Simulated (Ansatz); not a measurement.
Born–Oppenheimer molecular dynamics of a periodic cell of 24 atoms, Li2O (host Li2O, host structure Fm-3m). It starts from a structure without forces on its atoms.

All numbers below come from DFT PBE, scalar-relativistic, plane waves, PAW (Ansatz 0.2.0). Settings: cutoff 200 eV, k mesh 2x2x2, fermi-dirac smearing 0.05 eV, no spin polarisation.

| Quantity | Value |
| --- | --- |
| ensemble | NVT, Langevin thermostat |
| time step | 1 fs |
| steps asked | 200 |
| set temperature | 900 K |
| friction | 0.005 /fs |
| seed | 439609 |

Frames 2 fs apart, positions in Å, forces in eV/Å.

Velocities at 110.0 fs (Å/ps):

```
Li 10.00 1.76 3.26
Li -8.54 13.41 -0.92
O 2.07 1.41 -3.49
Li 0.19 18.78 0.72
Li 8.00 -18.93 0.53
O -8.73 -5.17 -3.12
Li 17.74 10.21 -19.05
Li 4.81 1.15 6.21
O 5.60 -2.62 -1.21
Li -14.12 1.15 -2.86
Li 9.93 11.60 -0.97
O 0.19 12.90 -10.63
Li 1.67 16.44 2.83
Li 11.86 -11.85 -20.41
O 6.04 0.68 -4.08
Li 6.10 15.15 -17.72
Li -8.03 15.46 -4.21
O -2.43 -13.32 6.82
Li 6.59 0.84 2.19
Li 6.89 -16.48 18.77
O 4.24 -5.60 -6.02
Li 4.80 -2.53 -9.40
Li 2.64 -12.89 -9.65
O -4.65 5.29 6.56
```

```xyz
24
Lattice="0.0000 4.6601 4.6601 4.6601 0.0000 4.6601 4.6601 4.6601 0.0000" Properties=species:S:1:pos:R:3:forces:R:3 time_fs=110.0 energy_less_start_eV=2.244 T=872
Li 1.329 1.036 1.282 0.48 0.79 -0.91
Li 3.636 3.424 3.233 0.44 0.15 0.81
O 2.377 2.476 2.092 0.37 -0.55 0.88
Li 3.504 3.378 0.841 -0.84 0.05 0.14
Li 5.920 5.985 3.415 0.27 0.12 0.43
O 4.898 4.700 2.446 -0.24 -0.67 -0.80
Li 3.636 1.153 3.414 -0.82 0.17 0.42
Li 5.771 3.514 5.760 0.45 0.09 -0.35
O 4.739 2.354 4.762 -0.10 -0.49 -1.20
Li 6.159 3.591 3.480 -0.59 -0.26 -0.41
Li 8.357 5.725 5.774 0.13 -0.06 0.03
O 7.041 4.715 4.553 1.37 0.07 0.28
Li 1.519 3.776 3.195 -0.10 0.09 0.64
Li 3.754 5.700 5.597 -0.34 0.24 0.77
O 2.480 4.616 4.587 -0.24 -0.08 0.65
Li 3.685 5.636 3.589 -0.41 0.73 -1.15
Li 5.734 8.161 5.841 0.68 -0.56 -0.70
O 4.723 6.976 4.560 0.49 -0.12 0.42
Li 3.541 3.356 5.894 -0.30 0.43 -1.44
Li 5.766 6.031 8.177 1.14 -0.35 -0.10
O 4.796 4.878 6.982 0.31 -1.31 -0.48
Li 6.135 5.728 5.774 -0.67 0.63 0.19
Li 8.611 8.086 7.967 -0.59 -0.12 0.00
O 7.258 6.763 6.821 -0.89 1.01 1.87
24
Lattice="0.0000 4.6601 4.6601 4.6601 0.0000 4.6601 4.6601 4.6601 0.0000" Properties=species:S:1:pos:R:3:forces:R:3 time_fs=112.0 energy_less_start_eV=2.201 T=908
Li 1.353 1.042 1.284 0.42 0.77 -0.82
Li 3.621 3.452 3.235 0.42 0.01 0.80
O 2.382 2.479 2.087 0.35 -0.38 1.00
Li 3.502 3.418 0.843 -0.77 -0.19 0.07
Li 5.936 5.947 3.419 0.23 0.34 0.43
O 4.881 4.689 2.437 -0.11 -0.43 -0.91
Li 3.670 1.171 3.376 -1.00 0.21 0.49
Li 5.781 3.514 5.770 0.40 0.04 -0.42
O 4.750 2.348 4.757 -0.06 -0.36 -1.09
Li 6.132 3.594 3.474 -0.44 -0.34 -0.28
Li 8.380 5.745 5.773 -0.08 -0.03 0.02
O 7.041 4.741 4.532 1.41 -0.17 0.22
Li 1.524 3.807 3.203 -0.12 -0.23 0.44
Li 3.779 5.676 5.555 -0.38 0.20 0.93
O 2.491 4.618 4.579 -0.24 0.05 0.57
Li 3.696 5.667 3.553 -0.61 0.62 -0.99
Li 5.720 8.188 5.833 0.72 -0.78 -0.72
O 4.719 6.949 4.574 0.57 0.27 0.20
Li 3.557 3.357 5.896 -0.40 0.39 -1.43
Li 5.786 5.996 8.213 1.16 -0.21 -0.23
O 4.803 4.865 6.968 0.38 -1.37 -0.46
Li 6.141 5.725 5.755 -0.69 0.85 0.39
Li 8.614 8.062 7.947 -0.57 -0.15 0.14
O 7.248 6.774 6.835 -0.60 0.89 1.64
24
Lattice="0.0000 4.6601 4.6601 4.6601 0.0000 4.6601 4.6601 4.6601 0.0000" Properties=species:S:1:pos:R:3:forces:R:3 time_fs=114.0 energy_less_start_eV=2.162 T=933
Li 1.383 1.051 1.280 0.31 0.71 -0.70
Li 3.611 3.479 3.243 0.37 -0.14 0.75
O 2.387 2.481 2.086 0.36 -0.21 1.09
Li 3.498 3.458 0.844 -0.67 -0.41 0.04
Li 5.956 5.912 3.427 0.09 0.56 0.32
O 4.863 4.675 2.425 0.02 -0.15 -0.98
Li 3.700 1.191 3.338 -1.10 0.25 0.53
Li 5.793 3.514 5.779 0.35 -0.02 -0.47
O 4.763 2.338 4.749 -0.02 -0.23 -0.98
Li 6.097 3.599 3.471 -0.26 -0.43 -0.16
Li 8.400 5.763 5.774 -0.25 -0.02 0.01
O 7.041 4.767 4.513 1.44 -0.44 0.23
Li 1.530 3.835 3.215 -0.17 -0.54 0.21
Li 3.799 5.652 5.522 -0.41 0.15 1.05
O 2.501 4.619 4.573 -0.25 0.16 0.54
Li 3.700 5.703 3.514 -0.71 0.47 -0.82
Li 5.711 8.210 5.819 0.74 -0.94 -0.71
O 4.715 6.925 4.588 0.69 0.65 -0.03
Li 3.575 3.360 5.890 -0.51 0.33 -1.35
Li 5.815 5.958 8.246 1.09 -0.03 -0.35
O 4.809 4.851 6.951 0.46 -1.42 -0.40
Li 6.141 5.727 5.740 -0.69 1.01 0.56
Li 8.618 8.036 7.928 -0.57 -0.12 0.25
O 7.239 6.787 6.855 -0.32 0.78 1.34
24
Lattice="0.0000 4.6601 4.6601 4.6601 0.0000 4.6601 4.6601 4.6601 0.0000" Properties=species:S:1:pos:R:3:forces:R:3 time_fs=116.0 energy_less_start_eV=2.144 T=902
Li 1.415 1.063 1.275 0.18 0.65 -0.57
Li 3.602 3.506 3.256 0.34 -0.29 0.67
O 2.393 2.483 2.086 0.39 -0.06 1.16
Li 3.492 3.496 0.846 -0.56 -0.57 0.04
Li 5.975 5.878 3.437 -0.12 0.81 0.13
O 4.846 4.661 2.411 0.11 0.12 -1.03
Li 3.723 1.210 3.300 -1.12 0.27 0.55
Li 5.806 3.516 5.782 0.30 -0.06 -0.47
O 4.776 2.330 4.741 0.02 -0.13 -0.88
Li 6.057 3.603 3.468 -0.06 -0.52 -0.05
Li 8.412 5.776 5.776 -0.33 -0.01 -0.05
O 7.045 4.791 4.494 1.44 -0.71 0.36
Li 1.537 3.861 3.225 -0.27 -0.84 -0.03
Li 3.816 5.630 5.494 -0.43 0.09 1.14
O 2.511 4.624 4.569 -0.27 0.21 0.53
Li 3.697 5.739 3.471 -0.69 0.31 -0.57
Li 5.706 8.230 5.798 0.72 -1.03 -0.66
O 4.715 6.902 4.600 0.79 1.00 -0.28
Li 3.588 3.360 5.875 -0.59 0.28 -1.22
Li 5.849 5.919 8.281 0.92 0.22 -0.46
O 4.813 4.836 6.935 0.53 -1.42 -0.32
Li 6.138 5.740 5.727 -0.66 1.06 0.65
Li 8.618 8.008 7.907 -0.55 -0.04 0.36
O 7.229 6.800 6.880 -0.08 0.70 1.00
24
Lattice="0.0000 4.6601 4.6601 4.6601 0.0000 4.6601 4.6601 4.6601 0.0000" Properties=species:S:1:pos:R:3:forces:R:3 time_fs=118.0 energy_less_start_eV=2.174 T=905
Li 1.445 1.077 1.265 0.07 0.59 -0.43
Li 3.594 3.532 3.271 0.32 -0.43 0.56
O 2.400 2.487 2.086 0.43 0.05 1.20
Li 3.486 3.529 0.848 -0.44 -0.69 0.04
Li 5.993 5.846 3.447 -0.39 1.10 -0.12
O 4.833 4.646 2.395 0.14 0.38 -1.05
Li 3.740 1.229 3.268 -1.06 0.25 0.54
Li 5.822 3.517 5.781 0.23 -0.07 -0.46
O 4.789 2.323 4.731 0.07 -0.07 -0.81
Li 6.017 3.604 3.469 0.13 -0.61 0.00
Li 8.423 5.789 5.775 -0.41 -0.03 -0.11
O 7.051 4.812 4.475 1.47 -0.95 0.65
Li 1.543 3.885 3.230 -0.37 -1.14 -0.25
Li 3.828 5.614 5.472 -0.44 0.01 1.22
O 2.519 4.630 4.565 -0.29 0.19 0.54
Li 3.692 5.776 3.424 -0.56 0.09 -0.26
Li 5.705 8.247 5.772 0.68 -1.09 -0.60
O 4.718 6.880 4.613 0.85 1.29 -0.55
Li 3.599 3.358 5.851 -0.65 0.26 -1.05
Li 5.890 5.882 8.312 0.67 0.53 -0.57
O 4.817 4.818 6.920 0.54 -1.38 -0.25
Li 6.127 5.760 5.723 -0.57 0.98 0.62
Li 8.613 7.980 7.886 -0.50 0.09 0.47
O 7.219 6.813 6.905 0.11 0.64 0.63
24
Lattice="0.0000 4.6601 4.6601 4.6601 0.0000 4.6601 4.6601 4.6601 0.0000" Properties=species:S:1:pos:R:3:forces:R:3 time_fs=120.0 energy_less_start_eV=2.263 T=874
Li 1.474 1.091 1.250 -0.04 0.52 -0.28
Li 3.589 3.552 3.290 0.30 -0.53 0.41
O 2.407 2.489 2.088 0.48 0.14 1.23
Li 3.482 3.558 0.847 -0.33 -0.76 0.08
Li 6.009 5.822 3.456 -0.69 1.36 -0.42
O 4.821 4.629 2.376 0.13 0.62 -1.04
Li 3.754 1.249 3.239 -0.96 0.18 0.51
Li 5.840 3.514 5.780 0.14 -0.06 -0.44
O 4.804 2.315 4.721 0.11 0.01 -0.74
Li 5.977 3.604 3.474 0.32 -0.66 0.02
Li 8.437 5.801 5.773 -0.50 -0.09 -0.18
O 7.059 4.832 4.455 1.51 -1.16 1.04
Li 1.547 3.904 3.232 -0.46 -1.39 -0.44
Li 3.844 5.601 5.455 -0.52 -0.13 1.25
O 2.525 4.635 4.559 -0.25 0.14 0.63
Li 3.683 5.816 3.374 -0.31 -0.25 0.14
Li 5.710 8.260 5.745 0.61 -1.09 -0.51
O 4.721 6.860 4.625 0.92 1.59 -0.85
Li 3.604 3.353 5.821 -0.67 0.27 -0.86
Li 5.938 5.852 8.338 0.35 0.84 -0.69
O 4.824 4.800 6.904 0.50 -1.29 -0.15
Li 6.111 5.784 5.728 -0.40 0.82 0.50
Li 8.605 7.953 7.866 -0.42 0.30 0.57
O 7.209 6.828 6.933 0.17 0.62 0.20
24
Lattice="0.0000 4.6601 4.6601 4.6601 0.0000 4.6601 4.6601 4.6601 0.0000" Properties=species:S:1:pos:R:3:forces:R:3 time_fs=122.0 energy_less_start_eV=2.406 T=789
Li 1.505 1.108 1.234 -0.14 0.42 -0.14
Li 3.587 3.568 3.311 0.30 -0.59 0.24
O 2.416 2.491 2.090 0.51 0.21 1.25
Li 3.479 3.583 0.846 -0.22 -0.81 0.13
Li 6.021 5.806 3.465 -0.95 1.56 -0.68
O 4.809 4.616 2.357 0.14 0.78 -1.00
Li 3.767 1.266 3.215 -0.84 0.07 0.46
Li 5.858 3.509 5.774 0.07 -0.01 -0.40
O 4.819 2.307 4.708 0.10 0.09 -0.67
Li 5.941 3.603 3.479 0.49 -0.68 -0.01
Li 8.451 5.811 5.771 -0.54 -0.17 -0.27
O 7.068 4.849 4.439 1.54 -1.33 1.38
Li 1.550 3.911 3.230 -0.51 -1.55 -0.56
Li 3.859 5.582 5.445 -0.55 -0.17 1.20
O 2.530 4.641 4.553 -0.18 -0.02 0.72
Li 3.671 5.856 3.321 0.07 -0.69 0.65
Li 5.717 8.266 5.716 0.52 -1.02 -0.39
O 4.725 6.845 4.636 0.92 1.77 -1.09
Li 3.606 3.350 5.791 -0.65 0.27 -0.66
Li 5.982 5.828 8.362 0.04 1.14 -0.85
O 4.833 4.777 6.888 0.40 -1.15 -0.07
Li 6.093 5.813 5.735 -0.22 0.61 0.40
Li 8.598 7.931 7.849 -0.33 0.54 0.66
O 7.202 6.842 6.960 0.06 0.70 -0.30
24
Lattice="0.0000 4.6601 4.6601 4.6601 0.0000 4.6601 4.6601 4.6601 0.0000" Properties=species:S:1:pos:R:3:forces:R:3 time_fs=124.0 energy_less_start_eV=2.597 T=721
Li 1.535 1.125 1.218 -0.24 0.34 -0.01
Li 3.586 3.582 3.333 0.33 -0.63 0.03
O 2.425 2.493 2.095 0.53 0.26 1.22
Li 3.478 3.602 0.841 -0.14 -0.83 0.21
Li 6.027 5.791 3.470 -1.13 1.70 -0.86
O 4.798 4.607 2.337 0.16 0.85 -0.93
Li 3.776 1.285 3.193 -0.71 -0.07 0.41
Li 5.874 3.506 5.769 0.03 0.00 -0.35
O 4.837 2.300 4.693 0.04 0.19 -0.55
Li 5.908 3.601 3.485 0.64 -0.67 -0.07
Li 8.463 5.819 5.768 -0.57 -0.23 -0.39
O 7.082 4.865 4.427 1.53 -1.45 1.60
Li 1.556 3.913 3.227 -0.55 -1.65 -0.65
Li 3.874 5.565 5.440 -0.55 -0.15 1.11
O 2.534 4.649 4.549 -0.05 -0.27 0.85
Li 3.659 5.886 3.272 0.49 -1.13 1.14
Li 5.724 8.267 5.686 0.42 -0.91 -0.24
O 4.731 6.835 4.645 0.86 1.85 -1.27
Li 3.603 3.351 5.758 -0.59 0.24 -0.45
Li 6.025 5.806 8.388 -0.29 1.47 -1.05
O 4.846 4.751 6.873 0.23 -0.94 0.00
Li 6.075 5.843 5.743 -0.04 0.40 0.34
Li 8.590 7.911 7.837 -0.23 0.78 0.72
O 7.195 6.856 6.987 -0.18 0.84 -0.81
24
Lattice="0.0000 4.6601 4.6601 4.6601 0.0000 4.6601 4.6601 4.6601 0.0000" Properties=species:S:1:pos:R:3:forces:R:3 time_fs=126.0 energy_less_start_eV=2.753 T=695
Li 1.562 1.143 1.201 -0.32 0.27 0.11
Li 3.588 3.590 3.355 0.40 -0.61 -0.19
O 2.439 2.493 2.106 0.49 0.28 1.13
Li 3.481 3.614 0.834 -0.07 -0.83 0.30
Li 6.023 5.782 3.470 -1.13 1.67 -0.88
O 4.789 4.601 2.314 0.17 0.87 -0.80
Li 3.785 1.302 3.175 -0.59 -0.22 0.38
Li 5.888 3.502 5.760 0.03 0.02 -0.28
O 4.857 2.294 4.678 -0.05 0.27 -0.45
Li 5.884 3.594 3.488 0.77 -0.62 -0.18
Li 8.470 5.832 5.760 -0.55 -0.34 -0.48
O 7.101 4.878 4.418 1.39 -1.41 1.65
Li 1.560 3.906 3.224 -0.56 -1.68 -0.70
Li 3.884 5.548 5.442 -0.46 -0.05 0.99
O 2.539 4.657 4.546 0.10 -0.59 0.98
Li 3.648 5.909 3.232 0.91 -1.56 1.53
Li 5.736 8.266 5.652 0.30 -0.76 -0.07
O 4.737 6.830 4.650 0.77 1.83 -1.36
Li 3.594 3.350 5.725 -0.49 0.22 -0.23
Li 6.065 5.790 8.408 -0.64 1.78 -1.27
O 4.860 4.720 6.856 0.03 -0.69 0.06
Li 6.065 5.875 5.753 0.07 0.16 0.28
Li 8.581 7.899 7.829 -0.12 1.01 0.75
O 7.188 6.871 7.011 -0.47 0.99 -1.25
```

Of the whole run (200 fs, mean temperature of the second half 779 K): The mean temperature of the second half is 13 % below the set value. A run of 0.2 ps of so small a system gives no equilibrium averages. The plane-wave cutoff is below what these datasets need, so energies and pressures aren't converged. Limits of this set-up: coarse k mesh.

The run took 5.8 min on 1 thread of Arm Neoverse V1 (shared host), peak memory 0.36 GiB.
